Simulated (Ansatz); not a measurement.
Here is an Ansatz 0.2.0 calculation.

The input input.yaml:

```yaml
crystal:
  lattice:
    - [4.8126997814, 0.0, 0.0]
    - [0.0, 4.87188446, 0.0]
    - [-0.8628854487, 0.0, 4.9665942755]
  atoms:
    - { symbol: Ti, position: [0.27743526, 0.05280836, 0.21314827] }
    - { symbol: Ti, position: [0.72256474, 0.55280836, 0.28685173] }
    - { symbol: Ti, position: [0.72256474, 0.94719164, 0.78685173] }
    - { symbol: Ti, position: [0.27743526, 0.44719164, 0.71314827] }
    - { symbol: O, position: [0.06383822, 0.17696552, 0.85155674] }
    - { symbol: O, position: [0.93616178, 0.67696552, 0.64844326] }
    - { symbol: O, position: [0.93616178, 0.82303448, 0.14844326] }
    - { symbol: O, position: [0.06383822, 0.32303448, 0.35155674] }
    - { symbol: O, position: [0.44536099, 0.75763174, 0.46677186] }
    - { symbol: O, position: [0.55463901, 0.25763174, 0.03322814] }
    - { symbol: O, position: [0.55463901, 0.24236826, 0.53322814] }
    - { symbol: O, position: [0.44536099, 0.74236826, 0.96677186] }
hamiltonian:
  xc: r2scan
  pseudopotentials: { kind: paw }
kpoints:
  mp_grid: { grid: [6, 6, 6] }
  band_path:
    path:
      - [[0.0, 0.0, 0.0], [0.0, 0.0, 0.5], [-0.4309152065, 0.0, 0.5772602652], [-0.5, 0.0, 0.5], [-0.5, 0.5, 0.5], [-0.5690847935, 0.5, 0.4227397348], [-0.5, 0.5, 0.0], [-0.5, 0.0, 0.0], [-0.5690847935, 0.0, 0.4227397348]]
      - [[-0.4309152065, 0.5, 0.5772602652], [0.0, 0.5, 0.5], [0.0, 0.5, 0.0]]
      - [[0.0, 0.0, 0.5], [0.0, 0.5, 0.5]]
    npoints: 10
scf:
  occupations: { method: fermi_dirac, width: 0.05 }
  n_extra_bands: 30
output:
  forces: true
  stress: true
  eigenvalues: true
  fatbands: true
```

Potentials or basis: Ansatz PAW.

The run is started by

```bash
$ ansatz run input.yaml --threads 4 --pin off --max-ram 11264MiB --backend cpu --events-out ev --progress --plain --runs-dir out
```

Problem. Estimate the band gap along the path.

Solution. 2.66 eV, indirect (least direct gap 2.70 eV).

Problem. Estimate the pressure.

Solution. -1.5 GPa.

Problem. What does it give for the largest force?

Solution. 0.118 eV/Å.

Forces on the atoms (eV/Å):
```
Ti  -0.076  0.086  0.028
Ti   0.076  0.086 -0.028
Ti   0.076 -0.086 -0.028
Ti  -0.076 -0.086  0.028
O    0.055  0.033 -0.024
O   -0.055  0.033  0.024
O   -0.055 -0.033  0.024
O    0.055 -0.033 -0.024
O    0.048  0.025 -0.043
O   -0.048  0.025  0.043
O   -0.048 -0.025  0.043
O    0.048 -0.025 -0.043
```

Caveat: the PAW data sets come from PBE, with cores solved anew for the run's functional, which leaves a small shift of forces and pressure. r2SCAN opens gaps a little over a GGA but as a rule still falls short of measured ones.
